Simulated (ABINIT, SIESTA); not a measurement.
An ABINIT input for a self-consistent single point of InCuS2 (I-42d, 8 atoms in the cell) (DFT, PBE, plane waves, PAW (JTH v2.0 PBE PAW)):

```
# InCuS2, JTH v2.0 PBE PAW
pp_dirpath "./"
pseudos "In.GGA_PBE-JTH.xml, Cu.GGA_PBE-JTH.xml, S.GGA_PBE-JTH.xml"
acell 3*1.0
rprim
        -5.1930713254    5.1930713254   10.4664503419
         5.1930713254   -5.1930713254   10.4664503419
         5.1930713254    5.1930713254  -10.4664503419
natom 8
ntypat 3
znucl 49 29 16
typat 1 1 2 2 3 3 3 3
xred
         0.5000000000    0.5000000000    0.0000000000
         0.2500000000    0.7500000000    0.5000000000
         0.7500000000    0.2500000000    0.5000000000
         0.0000000000    0.0000000000    0.0000000000
         0.8750000000    0.9038000000    0.5288000000
         0.0962000000    0.6250000000    0.9712000000
         0.3750000000    0.3462000000    0.4712000000
         0.6538000000    0.1250000000    0.0288000000
ecut 816 eV
pawecutdg 1633 eV
pawxcdev 0
occopt 7
tsmear 0.00734986
nband 55
kptopt 1
ngkpt 5 5 5
nshiftk 1
shiftk 0 0 0
nstep 80
toldfe 1.0e-09
prtwf 0
prtden 0
```

**Question.** Write the same calculation as an input for SIESTA.

**Answer.** This is the input that was run; spellings and numerical settings could be chosen otherwise.

```
# files in the folder: In.psml Cu.psml S.psml (PseudoDojo PBE standard)
SystemName  InCuS2
SystemLabel incus2

NumberOfAtoms                8
NumberOfSpecies              3
%block ChemicalSpeciesLabel
  1 49 In
  2 29 Cu
  3 16 S
%endblock ChemicalSpeciesLabel
LatticeConstant              6.766076 Ang
%block LatticeVectors
    -0.406151956    0.406151956    0.818584805
     0.406151956   -0.406151956    0.818584805
     0.406151956    0.406151956   -0.818584805
%endblock LatticeVectors
AtomicCoordinatesFormat      Ang
%block AtomicCoordinatesAndAtomicSpecies
     0.000000000    0.000000000    5.538607000  1
     2.748055000    0.000000000    2.769303500  1
     0.000000000    2.748055000    2.769303500  2
     0.000000000    0.000000000    0.000000000  2
     1.532315468    1.374027500    6.923258750  3
     4.122082500    1.215739532   -1.384651750  3
     1.215739532    1.374027500    1.384651750  3
    -1.374027500    1.532315468    4.153955250  3
%endblock AtomicCoordinatesAndAtomicSpecies

XC.functional                GGA
XC.authors                   PBE
PAO.BasisSize                DZP
PAO.EnergyShift              0.01 Ry
MeshCutoff                   400 Ry
%block kgrid.MonkhorstPack
    5   0   0  0.0
    0   5   0  0.0
    0   0   5  0.0
%endblock kgrid.MonkhorstPack
OccupationFunction           MP
OccupationMPOrder            0
ElectronicTemperature        2320.9 K

MaxSCFIterations             150
SCF.Mixer.Method             Pulay
SCF.Mixer.Weight             0.2
SCF.Mixer.History            6
SCF.DM.Tolerance             1.0E-04
Diag.ParallelOverK           true
WriteForces                  true
```

Basis settings and potentials, where a program has them, do not carry over. This input uses DFT, GGA PBE, numerical atomic orbitals DZP, PseudoDojo PBE standard norm-conserving potentials (rewritten from UPF to PSML).

The starting cell comes from a database of computed structures (which also holds hypothetical and non-ambient phases and stackings), without a prior relaxation at this level. Its lattice was rescaled by a random factor within 2.5 % of one.
